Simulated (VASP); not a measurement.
Here is a VASP 6.6.1 calculation.

File POSCAR:

```
H2CO2
1.0
    7.2684820000      0.0000000000      0.0000000000
    0.0000000000      7.2684820000      0.0000000000
    0.0000000000      0.0000000000      7.2684820000
H C O
8 4 8
Direct
    0.0571508604      0.4309152860      0.5857344078
    0.1453535965      0.4946149691      0.5867800182
    0.6873099500      0.4087648563      0.9491390362
    0.7190222112      0.3300414034      0.8837608733
    0.8141039628      0.2124377552      0.4194823623
    0.7433051358      0.2288510861      0.3494677431
    0.9013436368      0.7812773011      0.8896905846
    0.9162160682      0.6903092007      0.9173442268
    0.5931775025      0.8725480781      0.6148739173
    0.1113987763      0.8483889759      0.4684747104
    0.0436267160      0.2286447156      0.9258879640
    0.3276337480      0.7492073310      0.9826123254
    0.5784151354      0.9426177295      0.7618922355
    0.6025329636      0.8163327638      0.4635768514
   -0.0281902053      0.8516496292      0.3986939776
    0.2261545120      0.8495721665      0.5833542685
   -0.0029442186      0.1243175673      0.8063994655
    0.0973243106      0.2768666140      1.0634269989
    0.3770801111      0.6128790028      0.9037100181
    0.2657226089      0.8770194382      1.0498753385
```

File INCAR.step1:

```
PREC = Accurate
ENCUT = 520
ISMEAR = -1
SIGMA = 0.05
LREAL = Auto
LASPH = True
NELM = 60
NBANDS = 52
GGA = PE
ALGO = Normal
EDIFF = 1E-4
LWAVE = True
LCHARG = False
```

INCAR.step2

```
PREC = Accurate
ENCUT = 520
EDIFF = 1E-7
ISMEAR = -1
SIGMA = 0.05
LREAL = Auto
LASPH = True
NELM = 60
ALGO = Normal
ISIF = 2
LWAVE = False
LCHARG = False
METAGGA = R2SCAN
LMIXTAU = True
IVDW = 12
VDW_S6 = 1.0
VDW_S8 = 0.78981345
VDW_A1 = 0.49484001
VDW_A2 = 5.73083694
NBANDS = 52
ISTART = 1
```

The input KPOINTS:

```
regular mesh
0
Gamma
  1 1 1
```

Potentials or basis: VASP PAW PBE potentials, release 64 (H, C, O).

The run is started by

```sh
$ cat potpaw_PBE.64/H/POTCAR potpaw_PBE.64/C/POTCAR potpaw_PBE.64/O/POTCAR > POTCAR
$ cp INCAR.step1 INCAR
$ mpirun -np 1 vasp_gam > vasp.out
$ cp INCAR.step2 INCAR
$ mpirun -np 1 vasp_gam > vasp.out
```

Problem. Estimate the dispersion energy per atom.

Solution. -0.016 eV.

Problem. What does it give for the largest force?

Solution. 6.981 eV/Å.

Problem. What does it give for the pressure?

Solution. 0.3 GPa.

Stress tensor (GPa, compression positive):
```
 1.67 -0.18  1.44
-0.18 -0.69 -0.67
 1.44 -0.67 -0.21
```

Caveat: the standard files for N, O and F lose accuracy on very short bonds; the PAW data sets were made with another functional, which shifts forces and pressure a little.
